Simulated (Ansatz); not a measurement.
# BaTiO3: response to strain

BaTiO3 is deformed so: equal xy, yz and zx engineering shear strains of -3 %. What stress and forces result, by LAPW, PAW and all-electron datasets made for the crystal?

Computed with Ansatz 0.2.0 (DFT PBE, scalar-relativistic, unless a step's input says otherwise).

### Step 1. Starting point

It takes space group P4mm (No. 99, tetragonal). Conventional cell: a = 4.000 Å, b = 4.000 Å, c = 4.018 Å, α = 90.00°, β = 90.00°, γ = 90.00°. Ba (site symmetry 4mm) has 12 O at 2.79 to 2.88 Å as nearest neighbours. Ti (site symmetry 4mm) is surrounded by 6 O at 1.87 to 2.15 Å. Around O (site symmetry 4mm) lie 2 Ti at 1.87 to 2.15 Å. Around O (site symmetry 2mm) lie 2 Ti at 2.00 Å and 4 Ba at 2.79 to 2.88 Å.

Coordinates:

```
CELL_PARAMETERS angstrom
3.99980 0.00000 0.00000
0.00000 3.99980 0.00000
0.00000 0.00000 4.01800
ATOMIC_POSITIONS crystal
Ba 0.00000 0.00000 0.00000
Ti 0.50000 0.50000 0.48200
O 0.50000 0.50000 0.01600
O 0.50000 0.00000 0.51500
O 0.00000 0.50000 0.51500
```

Atoms are numbered in the order of the input: Ba1, Ti2, O3, O4, O5.

### Step 2. After the deformation

Space group P4mm before, Cm after.

### Step 3. All-electron LAPW

input.yaml

```yaml
crystal:
  lattice:
    - [3.9998, -0.059997, -0.059997]
    - [-0.059997, 3.9998, -0.059997]
    - [-0.06027, -0.06027, 4.018]
  atoms:
    - { symbol: Ba, position: [0.0, 0.0, 0.0] }
    - { symbol: Ti, position: [0.5, 0.5, 0.482] }
    - { symbol: O, position: [0.5, 0.5, 0.016] }
    - { symbol: O, position: [0.5, 0.0, 0.515] }
    - { symbol: O, position: [0.0, 0.5, 0.515] }
kpoints:
  mp_grid: { grid: [7, 7, 7] }
  band_path:
    path:
      - [0.0, 0.0, 0.0]
      - [-0.5, 0.5, 0.0]
      - [-0.5, 0.5, 0.5]
      - [0.0, 0.0, 0.5]
      - [0.0, 0.0, 0.0]
      - [-0.5, 0.0, 0.5]
      - [0.0, 0.0, 0.0]
      - [-0.5, 0.0, 0.0]
    npoints: 5
scf:
  occupations: { method: fermi_dirac, width: 0.08 }
hamiltonian:
  xc: pbe
  pseudopotentials: { kind: all_electron, lapw: { basis_error: 0.001 } }
output:
  forces: true
  stress: true
  eigenvalues: true
```

Command:

```sh
$ ansatz run input.yaml --threads 2 --pin off --max-ram 6144MiB --backend cpu --events-out ev --progress --plain --runs-dir out
```

### Step 4. PAW with frozen cores

input.yaml

```yaml
crystal:
  lattice:
    - [3.9998, -0.059997, -0.059997]
    - [-0.059997, 3.9998, -0.059997]
    - [-0.06027, -0.06027, 4.018]
  atoms:
    - { symbol: Ba, position: [0.0, 0.0, 0.0] }
    - { symbol: Ti, position: [0.5, 0.5, 0.482] }
    - { symbol: O, position: [0.5, 0.5, 0.016] }
    - { symbol: O, position: [0.5, 0.0, 0.515] }
    - { symbol: O, position: [0.0, 0.5, 0.515] }
kpoints:
  mp_grid: { grid: [7, 7, 7] }
scf:
  occupations: { method: fermi_dirac, width: 0.08 }
hamiltonian:
  xc: pbe
  pseudopotentials: { kind: paw }
output:
  forces: true
  stress: true
  eigenvalues: true
  efg: { contact_densities: true }
```

### Step 5. Datasets made for this crystal

Changes to input.yaml since step 4:

```diff
@@ -17,3 +17,3 @@
   xc: pbe
-  pseudopotentials: { kind: paw }
+  pseudopotentials: { kind: all_electron, datasets: crystal }
 output:
```

(Steps that only read results are left out.)

**Question.** What will these runs give? Wanted: pressure; largest shear or deviatoric stress.

**Answer**, as computed:

| quantity | value |
| --- | --- |
| pressure | LAPW 2.92, PAW 2.91, crystal datasets 2.92 GPa |
| largest shear or deviatoric stress (LAPW) | 3.71 GPa |

What this shows: The largest part of the stress beyond the pressure is 3.71 GPa in size, in the xy component; the atoms are carried along and not relaxed. No run of the undeformed cell stands beside it, so the pressure holds what the given cell had before the change. PAW: stress within 0.01 GPa of LAPW, forces within 2 meV/Å. Crystal datasets: stress within 0.01 GPa of LAPW, forces within 1 meV/Å. Spin-orbit coupling is left out, though the cell holds Ba; in elements this heavy it can shift bands and gaps by tenths of an eV.
